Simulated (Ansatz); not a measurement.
# A series in volume scale on Se

Results calculated with Ansatz 0.2.0, not measured. Plane-wave DFT, scalar-relativistic PAW made under PBE with cores redone for the functional, no dispersion; the given relaxed cell is scaled uniformly, energy at zero smearing counts from the unscaled cell, pressure at the given Fermi-Dirac smearing is positive in compression.

The cell before it is scaled or strained (space group P6_3/mmc, No. 194):
```
CELL_PARAMETERS angstrom
3.70060 0.00000 0.00000
-1.85030 3.20480 0.00000
0.00000 0.00000 3.85580
ATOMIC_POSITIONS crystal
Se 0.33333 0.66667 0.25000
Se 0.66667 0.33333 0.75000
```

Settings of every row: spin polarised no; functional revPBE; wave cutoff 420 eV; smearing width 0.1 eV; k mesh 11x11x9.

Atom starting moment: 0 on all atoms.

Limits: the cell comes from a prototype or a list of computed structures and needn't be the stable phase.

```csv
row,volume scale,V (Å³/atom),energy change per atom (meV),pressure (GPa)
1,0.88,20.121,75.31,10.21
2,0.92,21.035,30.02,5.99
3,0.96,21.95,6.33,2.6
4,1.04,23.779,?,?
5,1.08,24.693,26.26,-4.01
6,1.12,25.608,53.75,-5.38
```

Question: what energy change per atom and pressure should row 4 give?

Worked fit of energy change per atom. Take u = (V_r/V)^(2/3) − 1 with V_r = 21.95 Å³ an atom, which is twice the finite (Eulerian) strain; such expansions in the strain, on which the Birch-Murnaghan equation of state is built, carry the rest volume and the bulk modulus. The shown rows have u = 0.05972, 0.02879, 0, -0.0755, -0.09766. Least squares give energy change per atom = 6.396 + 529.09 × u + 10415 × u² meV; a straight line predicts inner rows, each left out in turn, worse (root mean square 27 against 0.5 meV). The rows lie off it by 0.17, -0.24, -0.07, 0.44, -0.31 (root mean square 0.28 meV). The withheld row has u = -0.05196, so the fit gives 6.396 + 529.09 × (-0.05196) + 10415 × (-0.05196)² = 7.02 meV.

The calculation gave 7.58 meV. The fit lies 0.56 meV (7.4 % of the value, 0.81 % of the column's range) below it; its largest miss of a shown row is 0.44 meV.

Worked fit of pressure. Take u = (V_r/V)^(2/3) − 1 with V_r = 21.95 Å³ an atom, which is twice the finite (Eulerian) strain; such expansions in the strain, on which the Birch-Murnaghan equation of state is built, carry the rest volume and the bulk modulus. The shown rows have u = 0.05972, 0.02879, 0, -0.0755, -0.09766. Least squares give pressure = 2.603 + 109.86 × u + 290 × u² GPa; a straight line predicts inner rows, each left out in turn, worse (root mean square 0.76 against 0.032 GPa). The rows lie off it by 0.01, -0.02, 0.00, 0.03, -0.02. The pressure vanishes at u = -0.0254, or V = 22.81 Å³ an atom, and there the bulk modulus at fixed shape and fractions is B = −V dP/dV = (2/3)(1 + u) dP/du = 61.8 GPa. Letting shape and atoms relax would as a rule lower it, by much in layered, chain or molecular crystals. The withheld row has u = -0.05196, so the fit gives 2.603 + 109.86 × (-0.05196) + 290 × (-0.05196)² = -2.32 GPa.

The calculation gave -2.29 GPa. The fit lies 0.03 GPa (1.3 % of the value, 0.19 % of the column's range) below it; its largest miss of a shown row is 0.03 GPa.
